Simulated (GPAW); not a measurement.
Crystal: GaAs.

```
As Ga
1.0
     0.00000    2.82685    2.82685
     2.82685    0.00000    2.82685
     2.82685    2.82685    0.00000
As Ga
1 1
Direct
  0.75000 0.75000 0.75000
  0.00000 0.00000 0.00000
```

Base run:

```yaml
Program: GPAW 26.7.0
Functional: RPBE
Potentials_or_basis: the program's PAW data sets (release 1.2.1) made for this functional
Cutoff: 600 eV
Basis: pw
k_mesh: 8 × 8 × 8
Occupations: fermi-dirac, width 0.05 eV
Spin: no spin polarisation
```

Its results: band gap on the k mesh 0.71 eV, direct; pressure 6.3 GPa.

The run is repeated on the same cell with these changes: functional from RPBE to revPBE; band points from 100 to 60. What comes out?

Band gap on the k mesh 0.68 eV, direct; pressure 5.8 GPa.
